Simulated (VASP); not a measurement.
# CdS (Greenockite) (P6_3mc) in VASP: a series of runs

Runs on CdS (Greenockite). Level: PBE. Tasks: single point.

Program: VASP 6.6.1. These are calculated values, not measurements. Logs are shortened: lines on timing, memory, paths and dates and some standing lists are left out, and cuts for length are marked.

## 1. Starting point

Symmetry: P6_3mc, No. 186, hexagonal system. Conventional cell: a = 4.150 Å, b = 4.150 Å, c = 6.737 Å, α = 90.00°, β = 90.00°, γ = 120.00°. Cd (site symmetry 3m) has 4 S at 2.53 to 2.54 Å as nearest neighbours. S (site symmetry 3m) has 4 Cd at 2.53 to 2.54 Å as nearest neighbours.

## 2. Single point, PBE, spin-orbit coupling, no magnetisation

The input, INCAR:

```
ALGO = Normal
EDIFF = 1E-5
ENCUT = 350
GGA = PE
GGA_COMPAT = False
ISIF = 2
ISMEAR = 0
LASPH = True
LCHARG = False
LORBIT = 11
LREAL = False
LSORBIT = True
LWAVE = False
MAGMOM = 0 0 0 0 0 0 0 0 0 0 0 0
NBANDS = 52
NELM = 100
PREC = Accurate
SIGMA = 0.02
```

The input, KPOINTS:

```
k-points
0
Gamma
  7 7 4
```

The input, POSCAR:

```
CdS
1.0
    4.1500000000      0.0000000000      0.0000000000
   -2.0750000000      3.5940054257      0.0000000000
    0.0000000000      0.0000000000      6.7370000000
Cd S
2 2
Direct
    0.6666666667      0.3333333333      0.5000000000
    0.3333333333      0.6666666667      0.0000000000
    0.6666666667      0.3333333333      0.8750000000
    0.3333333333      0.6666666667      0.3750000000
```

Potentials or basis: VASP PAW PBE potentials, release 64 (Cd, S).

Launch:

```bash
cat potpaw_PBE.64/Cd/POTCAR potpaw_PBE.64/S/POTCAR > POTCAR
mpirun -np 1 vasp_ncl > vasp.out
```

OUTCAR:

```text
EDIFF = 1E-5
   ENCUT = 350
   GGA = PE
   ISIF = 2
   ISMEAR = 0
   LASPH = True
   LORBIT = 11
   LREAL = False
   LSORBIT = True
   NELM = 100
   PREC = Accurate

 Found     32 irreducible k-points:

 Following reciprocal coordinates:
            Coordinates               Weight
  0.000000  0.000000  0.000000      1.000000
  0.142857 -0.000000  0.000000      6.000000
  0.285714 -0.000000  0.000000      6.000000
  0.428571 -0.000000  0.000000      6.000000
  0.142857  0.142857  0.000000      6.000000
  0.285714  0.142857  0.000000     12.000000
   k-points           NKPTS =     32   k-points in BZ     NKDIM =     32   number of bands    NBANDS=     52
   number of dos      NEDOS =    301   number of ions     NIONS =      4
   total plane-waves  NPLWV =  32928
   dimension x,y,z NGX =    28 NGY =   28 NGZ =   42
   dimension x,y,z NGXF=    56 NGYF=   56 NGZF=   84
   ions per type =               2   2
   NGX,Y,Z   is equivalent  to a cutoff of  11.22, 11.22, 10.36 a.u.
   NGXF,Y,Z  is equivalent  to a cutoff of  22.43, 22.43, 20.73 a.u.
 SYSTEM =  unknown system
   PREC   = accura    normal or accurate (medium, high low for compatibility)
   ISTART =      0    job   : 0-new  1-cont  2-samecut
   ICHARG =      2    charge: 1-file 2-atom 10-const
   ISPIN  =      1    spin polarized calculation?
   LNONCOLLINEAR =      T non collinear calculations
   LSORBIT =      T    spin-orbit coupling
   LASPH  =      T    aspherical Exc in radial PAW
   ENCUT  =  350.0 eV  25.72 Ry    5.07 a.u.   6.33  6.33 10.28*2*pi/ulx,y,z
   NELM   =    100;   NELMIN=  2; NELMDL= -5     # of ELM steps
   EDIFF  = 0.1E-04   stopping-criterion for ELM
   LREAL  =      F    real-space projection
   EDIFFG = 0.1E-03   stopping-criterion for IOM
   NSW    =      0    number of steps for IOM
   IBRION =     -1    ionic relax: 0-MD 1-quasi-New 2-CG
   NFREE  =      0    steps in history (QN), initial steepest desc. (CG)
   ISIF   =      2    stress and relaxation
   ISYM   =      2    0-nonsym 1-usesym 2-fastsym
   POTIM  = 0.5000    time-step for ionic-motion
   TEBEG  =    0.0;   TEEND  =   0.0 temperature during run
   PSTRESS=    0.0 pullay stress
   NELECT =      36.0000    total number of electrons
   NUPDOWN=      -1.0000    fix difference up-down
   EMIN   =  10.00;   EMAX   =-10.00  energy-range for DOS
   EFERMI =   0.00;   METHOD = LEGACY
   ISMEAR =     0;   SIGMA  =   0.02  broadening in eV -4-tet -1-fermi 0-gaus
   EFERMI_NEDOS =   21; number of points for ismear=-14 and -15
   IALGO  =     38    algorithm
   IMIX   =      4    mixing-type and parameters
[... 359 lines left out ...]
  external PRESSURE =      19.5664867 kB  Pullay stress =       0.0000000 kB

 VOLUME and BASIS-vectors are now :
 -----------------------------------------------------------------------------
  energy-cutoff  :      350.00
  volume of cell :      100.48
      direct lattice vectors                 reciprocal lattice vectors
     4.150000000  0.000000000  0.000000000     0.240963855  0.139120547  0.000000000
    -2.075000000  3.594005426  0.000000000     0.000000000  0.278241094  0.000000000
     0.000000000  0.000000000  6.737000000     0.000000000  0.000000000  0.148434021

 POSITION                                       TOTAL-FORCE (eV/Angst)
 -----------------------------------------------------------------------------------
      2.07500      1.19800      3.36850         0.000000      0.000000     -0.068992
     -0.00000      2.39600      0.00000        -0.000000     -0.000000     -0.068992
      2.07500      1.19800      5.89487        -0.000000      0.000000      0.068992
     -0.00000      2.39600      2.52637         0.000000     -0.000000      0.068992
 -----------------------------------------------------------------------------------
    total drift:                               -0.000000      0.000000     -0.000720

  FREE ENERGIE OF THE ION-ELECTRON SYSTEM (eV)
  ---------------------------------------------------
  free  energy   TOTEN  =       -12.3157133928 eV

  energy  without entropy=      -12.3157133928  energy(sigma->0) =      -12.31571339

 Spin-Orbit-Coupling matrix elements

 Ion:    1  E_soc:     -0.0563503
 l=   1
     0.0000000    -0.0024372    -0.0024273
    -0.0024372     0.0000000    -0.0024372
    -0.0024273    -0.0024372     0.0000000
 l=   2
     0.0000000    -0.0013844     0.0000000    -0.0013844    -0.0055851
    -0.0013844     0.0000000    -0.0041891    -0.0013726    -0.0013844
     0.0000000    -0.0041891     0.0000000    -0.0041891     0.0000000
    -0.0013844    -0.0013726    -0.0041891     0.0000000    -0.0013844
    -0.0055851    -0.0013844     0.0000000    -0.0013844     0.0000000
 l=   3
     0.0000000     0.0000000     0.0000000     0.0000000     0.0000000     0.0000000     0.0000000
     0.0000000     0.0000000     0.0000000     0.0000000     0.0000000     0.0000000     0.0000000
     0.0000000     0.0000000     0.0000000     0.0000000     0.0000000     0.0000000     0.0000000
     0.0000000     0.0000000     0.0000000     0.0000000     0.0000000     0.0000000     0.0000000
[... 49 lines left out ...]
 l=   2
     0.0000000     0.0000000     0.0000000     0.0000000     0.0000000
     0.0000000     0.0000000     0.0000000     0.0000000     0.0000000
     0.0000000     0.0000000     0.0000000     0.0000000     0.0000000
     0.0000000     0.0000000     0.0000000     0.0000000     0.0000000
     0.0000000     0.0000000     0.0000000     0.0000000     0.0000000
 l=   3
     0.0000000     0.0000000     0.0000000     0.0000000     0.0000000     0.0000000     0.0000000
     0.0000000     0.0000000     0.0000000     0.0000000     0.0000000     0.0000000     0.0000000
     0.0000000     0.0000000     0.0000000     0.0000000     0.0000000     0.0000000     0.0000000
     0.0000000     0.0000000     0.0000000     0.0000000     0.0000000     0.0000000     0.0000000
     0.0000000     0.0000000     0.0000000     0.0000000     0.0000000     0.0000000     0.0000000
     0.0000000     0.0000000     0.0000000     0.0000000     0.0000000     0.0000000     0.0000000
     0.0000000     0.0000000     0.0000000     0.0000000     0.0000000     0.0000000     0.0000000

 total charge

# of ion       s       p       d       tot
------------------------------------------
    1        0.423   0.320   9.549  10.293
    2        0.423   0.320   9.549  10.293
    3        1.323   2.398   0.000   3.721
    4        1.323   2.398   0.000   3.721
--------------------------------------------------
tot          3.493   5.436  19.099  28.027

 magnetization (x)

# of ion       s       p       d       tot
------------------------------------------
    1       -0.000   0.000  -0.000  -0.000
    2        0.000  -0.000   0.000   0.000
    3       -0.000   0.000   0.000   0.000
    4        0.000   0.000   0.000   0.000
--------------------------------------------------
tot          0.000   0.000  -0.000   0.000

 magnetization (y)

# of ion       s       p       d       tot
------------------------------------------
    1        0.000   0.000   0.000   0.000
    2        0.000   0.000   0.000   0.000
    3        0.000  -0.000   0.000  -0.000
    4        0.000   0.000   0.000   0.000
--------------------------------------------------
tot          0.000  -0.000   0.000  -0.000

 magnetization (z)

# of ion       s       p       d       tot
------------------------------------------
    1       -0.000  -0.000   0.000  -0.000
    2       -0.000  -0.000   0.000  -0.000
    3       -0.000   0.000   0.000   0.000
    4       -0.000   0.000   0.000   0.000
--------------------------------------------------
tot         -0.000   0.000   0.000   0.000
```

Wall time 2 min (1 thread of Intel Xeon Platinum 8488C (Sapphire Rapids), shared host); peak memory 0.37 GiB.

The run converged, but some of its settings lie outside the range that counts as converged, so its numbers aren't taken as properties of the crystal.

Results:

```
Free energy                                           : -12.3157 eV
Pressure                                              : 2.0 GPa
Largest force                                         : 0.069 eV/Å
Valence electrons inside the program's atomic spheres : Cd 10.29; S 3.72
```

(Continued in part 2 of 2.)
